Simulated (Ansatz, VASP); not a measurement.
Two plane-wave programs on Al2O

```xyz
3
Lattice="-1.9867 1.9867 2.9044 1.9867 -1.9867 2.9044 1.9867 1.9867 -2.9044" Properties=species:S:1:pos:R:3 pbc="T T T"
Al    0.0000    1.9867    0.0000
Al    1.9867    0.0000    0.0000
O     0.0000    0.0000    2.9044
```

Alike in both runs: functional PBE; k mesh 6 × 6 × 6; occupations gaussian, width 0.1 eV; no spin polarisation.

Ansatz relaxed the structure, and its values are those at the end. VASP's run is a single point on that final structure, the one shown.

|  | VASP | Ansatz |
| --- | --- | --- |
| version | VASP 6.6.1 | Ansatz 0.2.0 |
| potentials or method | VASP PAW PBE potentials, release 64 (Al, O) | scalar-relativistic, plane waves, PAW |
| plane-wave cutoff (eV) | 520 | 420 |
| valence electrons in the cell | 12 | 12 |

VASP gave:

- gap on the k mesh at the Fermi level (eV): none
- pressure (GPa): -0.3

Task: Estimate Ansatz's values.

Result: gap on the k mesh at the Fermi level (eV): none; pressure (GPa): -0.2.

A gap of «none» marks a metal or a gap that the smearing closes. With one functional, cell and mesh, what is left measures potentials, basis and numerics.

Caveats: the k mesh is coarse (spacing up to 0.37 Å⁻¹), so the values aren't converged.
